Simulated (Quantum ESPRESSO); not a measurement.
Input of a Quantum ESPRESSO 7.5 run:

File pw.in:

```
&CONTROL
  calculation = 'scf'
  prefix = 'pwscf'
  outdir = './tmp'
  pseudo_dir = './pseudo'
  tprnfor = .true.
  tstress = .true.
  disk_io = 'nowf'
/
&SYSTEM
  ibrav = 0
  nat = 2
  ntyp = 1
  ecutwfc = 55
  ecutrho = 440
  nbnd = 28
  occupations = 'smearing'
  smearing = 'fd'
  degauss = 0.00367493
  nspin = 2
  starting_magnetization(1) = 0.1176
/
&ELECTRONS
  conv_thr = 4d-10
  electron_maxstep = 120
  mixing_beta = 0.3
/
ATOMIC_SPECIES
Co    58.9332 Co_pbe_v1.2.uspp.F.UPF
CELL_PARAMETERS angstrom
   0.0000000000   -2.8046400000    0.0000000000
  -2.8046400000    0.0000000000    0.0000000000
   0.0000000000    0.0000000000   -2.8046400000
ATOMIC_POSITIONS crystal
Co     0.4688300700    0.4336514500    0.6118206900
Co     0.0311699300    0.0663485500    0.8881793100
K_POINTS automatic
9 9 9 0 0 0
```

Potentials or basis: SSSP 1.3 efficiency PBE.

The run is started by

```sh
$ OMP_NUM_THREADS=1 pw.x -in pw.in > pw.out
```

Problem. Estimate the pressure.

Solution. 56.2 GPa.

Problem. Estimate the site moments.

Solution. Co +1.48 μB.

Stress tensor (GPa, compression positive):
```
 59.34  25.70 -32.45
 25.70  88.42 -20.71
-32.45 -20.71  20.81
```

Caveat: a pressure of tens of GPa on the cell as given is suspect, and the run, the potentials or the cell itself is likely at fault.
